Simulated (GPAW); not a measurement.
## WS2: band structure with LDA

WS2, a slab with vacuum:

```
W S
1.0
     3.18352    0.00000    0.00000
    -1.59176    2.75701    0.00000
     0.00000    0.00000   16.95058
W S
1 2
Direct
  0.00000 0.00000 0.00000
  0.33333 0.66667 0.09200
  0.33333 0.66667 0.90800
```

```yaml
Program: GPAW 26.7.0
Task: band structure
Functional: LDA
Potentials_or_basis: JTH PAW 2.0, LDA
Cutoff: 600 eV
Basis: pw
k_mesh: 7 × 7 × 2
Occupations: fermi-dirac, width 0.05 eV
Spin: no spin polarisation
Maxiter: 150
Band_path: GMKGALHA,LM,KH
Band_points: 80
Data_set: S jth, W jth
```

| Item | Value |
| --- | --- |
| Largest force | 0.444 eV/Å |
| Band gap along the path | 1.77 eV, indirect (least direct gap 1.78 eV) |

Forces in eV/Å, atoms in the order of the input:
```
W    0.000  0.000  0.000
S    0.000  0.000 -0.444
S    0.000  0.000  0.444
```

Stress tensor (GPa, compression positive):
```
-2.52  0.00  0.00
 0.00 -2.52  0.00
 0.00  0.00 -1.42
```

Levels at the corners of the path, in eV from the valence-band top:
| point | band 11 | band 12 | band 13 | band 14 | band 15 | band 16 |
| --- | --- | --- | --- | --- | --- | --- |
| Γ | -1.62 | -1.62 | 0.00 | 2.90 | 2.90 | 3.09 |
| M | -2.04 | -1.23 | -0.88 | 2.81 | 3.28 | 4.03 |
| K | -3.19 | -2.28 | -0.01 | 1.77 | 3.34 | 4.06 |
| Γ | -1.62 | -1.62 | 0.00 | 2.90 | 2.90 | 3.09 |
| A | -1.62 | -1.62 | 0.00 | 2.90 | 2.90 | 3.09 |
| L | -2.04 | -1.23 | -0.88 | 2.81 | 3.28 | 4.03 |
| H | -3.19 | -2.28 | -0.01 | 1.77 | 3.34 | 4.06 |
| A | -1.62 | -1.62 | 0.00 | 2.90 | 2.90 | 3.09 |
| L | -2.04 | -1.23 | -0.88 | 2.81 | 3.28 | 4.03 |
| M | -2.04 | -1.23 | -0.88 | 2.81 | 3.28 | 4.03 |
| K | -3.19 | -2.28 | -0.01 | 1.77 | 3.34 | 4.06 |
| H | -3.19 | -2.28 | -0.01 | 1.77 | 3.34 | 4.06 |

It took 110 s on 1 thread of Intel(R) Xeon(R) 6975P-C (Granite Rapids), on a shared host, peak memory 0.63 GiB.

Caveat: the program truncates these outside data sets; spin-orbit coupling is left out, which moves the levels of the heavy elements.
